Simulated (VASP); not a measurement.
# Mo (Im-3m) in VASP: notebook, part 2 of 2

VASP 6.6.1.

### Step 3. Relaxation of cell and atoms, PBE, non-collinear spin, zero start, spin-orbit coupling

This run uses another cell than the first one, of 15.82 Å³/atom, 1.015 times its volume.

File INCAR:

```
ALGO = Normal ; EDIFF = 1E-7
EDIFFG = -0.002 ; ENCUT = 520
GGA = PE ; GGA_COMPAT = False
IBRION = 2 ; ISIF = 3
ISMEAR = 0 ; KPAR = 4
LASPH = True ; LCHARG = False
LMAXMIX = 4 ; LORBIT = 11
LREAL = False ; LSORBIT = True
LWAVE = False ; MAGMOM = 0 0 0
NELM = 80 ; NSW = 80
PREC = Accurate ; SIGMA = 0.1
```

File KPOINTS:

```
k-points
0
Gamma
  18 18 18
```

File POSCAR:

```
Mo                                      
1.0
   -1.5813990183      1.5813990183      1.5813990183
    1.5813990183     -1.5813990183      1.5813990183
    1.5813990183      1.5813990183     -1.5813990183
  Mo            
     1
Direct
     0.0000000000000000    0.0000000000000000    0.0000000000000000
```

Potentials or basis: VASP PAW PBE potentials, release 64 (Mo_sv).

The run is started by

```bash
$ cat potpaw_PBE.64/Mo_sv/POTCAR > POTCAR
$ mpirun -np 4 vasp_ncl > vasp.out
```

OUTCAR:

```text
EDIFF = 1E-7
   EDIFFG = -0.002
   ENCUT = 520
   GGA = PE
   IBRION = 2
   ISIF = 3
   ISMEAR = 0
   LASPH = True
   LORBIT = 11
   LREAL = False
   LSORBIT = True
   NELM = 80
   NSW = 80
   PREC = Accurate

 ion  position               nearest neighbor table
   1  0.000  0.000  0.000-

  LATTYP: Found a body centered cubic cell.
 ALAT       =     3.1627980366

  Lattice vectors:

 A1 = (  -1.5813990183,   1.5813990183,   1.5813990183)
 A2 = (   1.5813990183,  -1.5813990183,   1.5813990183)
 A3 = (   1.5813990183,   1.5813990183,  -1.5813990183)

Analysis of symmetry for initial positions (statically):
=====================================================================
 Subroutine PRICEL returns:
 Original cell was already a primitive cell.

 Routine SETGRP: Setting up the symmetry group for a
 body centered cubic supercell.

 Subroutine GETGRP returns: Found 48 space group operations
 (whereof 48 operations were pure point group operations)
 out of a pool of 48 trial point group operations.

The static configuration has the point symmetry O_h .

Analysis of symmetry for dynamics (positions and initial velocities):
=====================================================================
 Subroutine PRICEL returns:
 Original cell was already a primitive cell.

 Routine SETGRP: Setting up the symmetry group for a
 body centered cubic supercell.

 Subroutine GETGRP returns: Found 48 space group operations
 (whereof 48 operations were pure point group operations)
 out of a pool of 48 trial point group operations.

The dynamic configuration has the point symmetry O_h .

Analysis of structural, dynamic, and magnetic symmetry:
=====================================================================
 Subroutine PRICEL returns:
 Original cell was already a primitive cell.

 Routine SETGRP: Setting up the symmetry group for a
 body centered cubic supercell.

 Subroutine GETGRP returns: Found 48 space group operations
 (whereof 48 operations were pure point group operations)
 out of a pool of 48 trial point group operations.

The overall configuration has the point symmetry O_h .

 Subroutine INISYM returns: Found 48 space group operations
 (whereof 48 operations are pure point group operations),
 and found     1 'primitive' translations

----------------------------------------------------------------------------------------

                                     Primitive cell

  volume of cell :      15.8192

  direct lattice vectors                    reciprocal lattice vectors
    -1.581399018  1.581399018  1.581399018     0.000000000  0.316175737  0.316175737
     1.581399018 -1.581399018  1.581399018     0.316175737  0.000000000  0.316175737
     1.581399018  1.581399018 -1.581399018     0.316175737  0.316175737  0.000000000

  length of vectors
     2.739063447  2.739063447  2.739063447     0.447140015  0.447140015  0.447140015

  position of ions in fractional coordinates (direct lattice)
     0.000000000  0.000000000  0.000000000

  ion indices of the primitive-cell ions
   primitive index   ion index
                 1           1

[... 83 lines left out ...]
   NUPDOWN=      -1.0000    fix difference up-down
   EMIN   =  10.00;   EMAX   =-10.00  energy-range for DOS
   EFERMI =   0.00;   METHOD = LEGACY
   ISMEAR =     0;   SIGMA  =   0.10  broadening in eV -4-tet -1-fermi 0-gaus
   EFERMI_NEDOS =   21; number of points for ismear=-14 and -15
   IALGO  =     38    algorithm
   IMIX   =      4    mixing-type and parameters
     AMIX     =   0.40;   BMIX     =  1.00
     AMIX_MAG =   1.60;   BMIX_MAG =  1.00
  volume/ion in A,a.u.               =      15.82       106.75
  Fermi-wavevector in a.u.,A,eV,Ry     =   1.571771  2.970217 33.612721  2.470465
  Thomas-Fermi vector in A             =   2.673305
   LORBIT       =     11    0 simple, 1 ext, 2 COOP (PROOUT), +10 PAW based schemes
   GGA     = PE    functional components
   LHFCALC =     F    Hartree Fock is set to
   AEXX    =    0.0000 exact exchange contribution
   IVDW    =     0    specifies the selected vdW correction
   LEPSILON=     F    determine dielectric tensor
   LRPA    =     F    only Hartree local field effects (RPA)
 conjugate gradient relaxation of ions
 Gauss-broadening in eV      SIGMA  =   0.10
  energy-cutoff  :      520.00
  volume of cell :       15.82
 maximum number of plane-waves:       880
   NGX = 11   NGY = 11   NGZ = 11

 number of electron      14.0000004 magnetization       0.0000000      0.0000000      0.0000000

 number of electron      14.0000004 magnetization       0.0000000     -0.0000000     -0.0000000

 number of electron      14.0000004 magnetization      -0.0000000      0.0000000      0.0000000

 Free energy of the ion-electron system (eV)
  ---------------------------------------------------
  ext. energy  EPLUGINS =         0.00000000
  ---------------------------------------------------
  free energy    TOTEN  =       -11.03823124 eV

  energy without entropy =      -11.03557346  energy(sigma->0) =      -11.03690235

 E-fermi :  12.4167     XC(G=0): -13.3231

 val. band max:       12.4160324196   @ k =  -0.3889   0.4444   0.2778
 cond. band min:      12.4663617743   @ k =  -0.3333   0.3889   0.2778
 fundamental gap:      0.0503293547
 Fermi energy:        12.4167103326

 k-point     1 :       0.0000    0.0000    0.0000
  band No.  band energies     occupation
      1     -48.8760      1.00000
      2     -48.8760      1.00000
      3     -23.8674      1.00000
      4     -23.8674      1.00000
      5     -21.3407      1.00000
      6     -21.3407      1.00000
[... 589 lines left out ...]
     21      23.9553      0.00000
     22      23.9553      0.00000

 [... further k-points ...]

------------------------ aborting loop because EDIFF is reached ----------------------------------------

  FORCE on cell =-STRESS in cart. coord.  units (eV):
  Direction    XX          YY          ZZ          XY          YZ          ZX
  --------------------------------------------------------------------------------------
  -------------------------------------------------------------------------------------
  Total        0.0015392      0.0015392      0.0015392     -0.0000000     -0.0000000     -0.0000000
  in kB        0.1558930      0.1558930      0.1558930     -0.0000000     -0.0000000     -0.0000000
  external PRESSURE =       0.1558930 kB  Pullay stress =       0.0000000 kB

 VOLUME and BASIS-vectors are now :
 -----------------------------------------------------------------------------
  energy-cutoff  :      520.00
  volume of cell :       15.82
      direct lattice vectors                 reciprocal lattice vectors
    -1.581399018  1.581399018  1.581399018     0.000000000  0.316175737  0.316175737
     1.581399018 -1.581399018  1.581399018     0.316175737  0.000000000  0.316175737
     1.581399018  1.581399018 -1.581399018     0.316175737  0.316175737  0.000000000

 POSITION                                       TOTAL-FORCE (eV/Angst)
 -----------------------------------------------------------------------------------
      0.00000      0.00000      0.00000         0.000000      0.000000      0.000000
 -----------------------------------------------------------------------------------
    total drift:                                0.000000     -0.000000      0.000000

  FREE ENERGIE OF THE ION-ELECTRON SYSTEM (eV)
  ---------------------------------------------------
  free  energy   TOTEN  =       -11.0382312446 eV

  energy  without entropy=      -11.0355734579  energy(sigma->0) =      -11.03690235

 reached required accuracy - stopping structural energy minimisation

 Spin-Orbit-Coupling matrix elements

 Ion:    1  E_soc:     -0.2061937
 l=   1
     0.0000000    -0.0301244    -0.0301244
    -0.0301244     0.0000000    -0.0301244
    -0.0301244    -0.0301244     0.0000000
 l=   2
     0.0000000    -0.0011139     0.0000000    -0.0011139    -0.0031273
    -0.0011139     0.0000000    -0.0023455    -0.0011139    -0.0007818
     0.0000000    -0.0023455     0.0000000    -0.0023455     0.0000000
    -0.0011139    -0.0011139    -0.0023455     0.0000000    -0.0007818
    -0.0031273    -0.0007818     0.0000000    -0.0007818     0.0000000
 l=   3
     0.0000000     0.0000000     0.0000000     0.0000000     0.0000000     0.0000000     0.0000000
     0.0000000     0.0000000     0.0000000     0.0000000     0.0000000     0.0000000     0.0000000
     0.0000000     0.0000000     0.0000000     0.0000000     0.0000000     0.0000000     0.0000000
     0.0000000     0.0000000     0.0000000     0.0000000     0.0000000     0.0000000     0.0000000
     0.0000000     0.0000000     0.0000000     0.0000000     0.0000000     0.0000000     0.0000000
     0.0000000     0.0000000     0.0000000     0.0000000     0.0000000     0.0000000     0.0000000
     0.0000000     0.0000000     0.0000000     0.0000000     0.0000000     0.0000000     0.0000000

 total charge

# of ion       s       p       d       tot
------------------------------------------
    1        2.378   6.203   3.895  12.476

 magnetization (x)

# of ion       s       p       d       tot
------------------------------------------
    1        0.000  -0.000   0.000  -0.000

 magnetization (y)

# of ion       s       p       d       tot
------------------------------------------
    1        0.000  -0.000   0.000   0.000

 magnetization (z)

# of ion       s       p       d       tot
------------------------------------------
    1        0.000   0.000  -0.000   0.000
```

OSZICAR:

```text
N       E                     dE             d eps       ncg     rms          rms(c)
DAV:   1     0.135521151649E+03    0.13552E+03   -0.83784E+03  8588   0.133E+03
DAV:   2    -0.907022451090E+01   -0.14459E+03   -0.14016E+03  9702   0.415E+02
DAV:   3    -0.116949274818E+02   -0.26247E+01   -0.26044E+01 10188   0.574E+01
DAV:   4    -0.117049516954E+02   -0.10024E-01   -0.10020E-01  9446   0.394E+00
DAV:   5    -0.117050304872E+02   -0.78792E-04   -0.78790E-04 10180   0.317E-01    0.143E+01
DAV:   6    -0.111201571471E+02    0.58487E+00   -0.10405E+00  9422   0.124E+01    0.385E+00
DAV:   7    -0.110419696170E+02    0.78188E-01   -0.21084E-01 10140   0.516E+00    0.108E+00
DAV:   8    -0.110385747257E+02    0.33949E-02   -0.24985E-03  9228   0.679E-01    0.797E-01
DAV:   9    -0.110381965756E+02    0.37815E-03   -0.68265E-04  9836   0.377E-01    0.108E-01
DAV:  10    -0.110382245991E+02   -0.28023E-04   -0.95575E-06  9716   0.435E-02    0.605E-02
DAV:  11    -0.110382316288E+02   -0.70297E-05   -0.68319E-06  9330   0.347E-02    0.462E-03
DAV:  12    -0.110382313079E+02    0.32091E-06   -0.24179E-07 10274   0.610E-03    0.101E-03
DAV:  13    -0.110382312446E+02    0.63287E-07   -0.33620E-09  5178   0.804E-04
   1 F= -.11038231E+02 E0= -.11036902E+02  d E =-.110382E+02  mag=    -0.0000     0.0000     0.0000
```

It took 16 s on 4 MPI ranks of Intel Xeon 6975P-C (Granite Rapids), shared host; peak memory 0.21 GiB.

What came out:

* Free energy: -11.0382 eV
* Pressure after relaxing: 0.0 GPa
* Net moment: 0.00 μB per cell
* Valence electrons inside the program's atomic spheres: Mo 12.48

Final structure:
```cif
data_structure
_symmetry_space_group_name_H-M 'P 1'
_symmetry_Int_Tables_number 1
_cell_length_a 2.7391
_cell_length_b 2.7391
_cell_length_c 2.7391
_cell_angle_alpha 109.471
_cell_angle_beta 109.471
_cell_angle_gamma 109.471
_cell_volume 15.82
loop_
_atom_site_label
_atom_site_type_symbol
_atom_site_fract_x
_atom_site_fract_y
_atom_site_fract_z
_atom_site_occupancy
Mo1 Mo 0.00000 0.00000 0.00000 1
```

Moments on the atoms (μB; x, y, z):
```
Mo  0.00 0.00 0.00
```

Caveat: the relaxation stopped at its first step, so nothing moved.
